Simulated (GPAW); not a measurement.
A run of GPAW 26.7.0 is set up as follows.

Contents of run.py:

```python
from ase import Atoms
from ase.dft.bandgap import bandgap
from ase.io import write
from ase.units import GPa
from gpaw import GPAW, PW, setup_paths

setup_paths.insert(0, '.')

atoms = Atoms(['Mn', 'O'],
              cell=[[0.0, 2.2239077028, 2.2239077028],
                    [2.2239077028, 0.0, 2.2239077028],
                    [2.2239077028, 2.2239077028, 0.0]],
              scaled_positions=[[0.0, 0.0, 0.0],
                                [0.5, 0.5, 0.5]],
              pbc=True)
atoms.set_initial_magnetic_moments([4.0, 0.0])

calc = GPAW(mode=PW(800),
            xc='PBEsol',
            kpts={'size': (10, 10, 10), 'gamma': True},
            occupations={'name': 'fermi-dirac', 'width': 0.05},
            setups={'Mn': ':d,6.0'},
            nbands=21,
            convergence={'density': 1e-05, 'energy': 1e-05},
            maxiter=150,
            txt='gpaw.txt')
atoms.calc = calc
energy = atoms.get_potential_energy()
forces = atoms.get_forces()
stress = atoms.get_stress()
calc.write('gs.gpw')
write('result.traj', atoms)
print(f'Energy: {energy:.6f} eV')
print('Forces (eV/A):')
print(forces.round(4))
print('Stress (GPa):', (stress / GPa).round(3))
print('Moments:', calc.get_magnetic_moments().round(3))
print('Fermi level:', round(calc.get_fermi_level(), 4), 'eV')
print(f'Gap: {bandgap(calc)[0]:.4f} eV, direct: {bandgap(calc, direct=True)[0]:.4f} eV')

path = atoms.cell.bandpath('GXWKGLUWLK,UX', npoints=80, eps=1e-4)
bs_calc = calc.fixed_density(kpts=path, symmetry='off', nbands=31,
                             convergence={'bands': 'CBM+6.0', 'eigenstates': 1e-6}, txt='bands.txt')
bs = bs_calc.band_structure()
bs.write('bs.json')
print(f'Gap on the path: {bandgap(bs_calc)[0]:.4f} eV')
```

Potentials or basis: PAW data sets generated in the run's folder for this functional, pw.

The run is started by

```console
$ gpaw-setup -f PBEsol Mn O
$ OMP_NUM_THREADS=1 python run.py
```

**Question.** What does it give for the net moment?

**Answer.** 5.00 μB per cell.

**Question.** Predict the band gap along the path.

**Answer.** 0.57 eV, indirect (least direct gap 2.63 eV).

**Question.** Estimate the pressure.

**Answer.** 4.9 GPa.

Levels at the corners of the path, in eV from the valence-band top:
Spin up:
```csv
point,band 9,band 10,band 11,band 12,band 13,band 14
Γ,-4.67,-4.67,-2.34,-2.34,-2.34,0.57
X,-3.85,-3.85,-3.76,-3.45,-3.45,5.97
W,-3.89,-3.85,-3.26,-3.26,-1.68,8.11
K,-4.34,-3.98,-3.25,-2.78,-1.50,7.40
Γ,-4.67,-4.67,-2.34,-2.34,-2.34,0.57
L,-4.10,-4.10,-2.92,0.00,0.00,4.42
U,-4.34,-3.98,-3.25,-2.78,-1.50,7.40
W,-3.89,-3.85,-3.26,-3.26,-1.68,8.11
L,-4.10,-4.10,-2.92,0.00,0.00,4.42
K,-4.34,-3.98,-3.25,-2.78,-1.50,7.40
U,-4.34,-3.98,-3.25,-2.78,-1.50,7.40
X,-3.85,-3.85,-3.76,-3.45,-3.45,5.97
```
Spin down:
| point | band 6 | band 7 | band 8 | band 9 | band 10 | band 11 |
| --- | --- | --- | --- | --- | --- | --- |
| Γ | -2.06 | -2.06 | -2.06 | 1.90 | 4.86 | 4.86 |
| X | -5.24 | -3.07 | -3.07 | 2.46 | 6.23 | 6.49 |
| W | -4.41 | -4.41 | -3.74 | 5.05 | 5.05 | 6.53 |
| K | -4.82 | -4.35 | -3.16 | 3.89 | 6.46 | 6.68 |
| Γ | -2.06 | -2.06 | -2.06 | 1.90 | 4.86 | 4.86 |
| L | -6.03 | -3.12 | -3.12 | 5.52 | 5.90 | 6.59 |
| U | -4.82 | -4.35 | -3.16 | 3.89 | 6.46 | 6.68 |
| W | -4.41 | -4.41 | -3.74 | 5.05 | 5.05 | 6.53 |
| L | -6.03 | -3.12 | -3.12 | 5.52 | 5.90 | 6.59 |
| K | -4.82 | -4.35 | -3.16 | 3.89 | 6.46 | 6.68 |
| U | -4.82 | -4.35 | -3.16 | 3.89 | 6.46 | 6.68 |
| X | -5.24 | -3.07 | -3.07 | 2.46 | 6.23 | 6.49 |

Caveat: a cell with one magnetic atom can't hold antiferromagnetic order, which such compounds often take. The state reached can hang on the start; a lower one may exist.
